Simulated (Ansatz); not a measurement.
# Tl and the effect of the functional

Symmetry: P6_3/mmc, No. 194, hexagonal system. Conventional cell: a = 3.456 Å, b = 3.456 Å, c = 5.525 Å, α = 90.00°, β = 90.00°, γ = 120.00°. Around Tl (site symmetry -6m2) lie 12 Tl at 3.41 to 3.46 Å.

Kept alike: task band structure; k mesh 9 × 9 × 5; occupations fermi-dirac, width 0.05 eV; no spin polarisation. Program: Ansatz, all-electron LAPW, scalar-relativistic. The mesh is that of the run's cell of 2 atoms. No spin-orbit coupling.

```csv
functional,pressure (GPa)
BLYP,7.18
LDA,-1.55
PBE,3.44
PBEsol,0.23
RPBE,5.36
revPBE,4.83
```

Pressure is positive in compression. For a metal such a mesh leaves the last digits unconverged.

**Question.** What does the functional change here?

**Answer.** The pressure runs from -1.55 (LDA) to 7.18 GPa (BLYP). From PBE: BLYP +3.74; LDA -4.99; PBEsol -3.21; RPBE +1.92; revPBE +1.39. A positive pressure means that the functional's own cell is larger than the one given, a negative one that it is smaller.
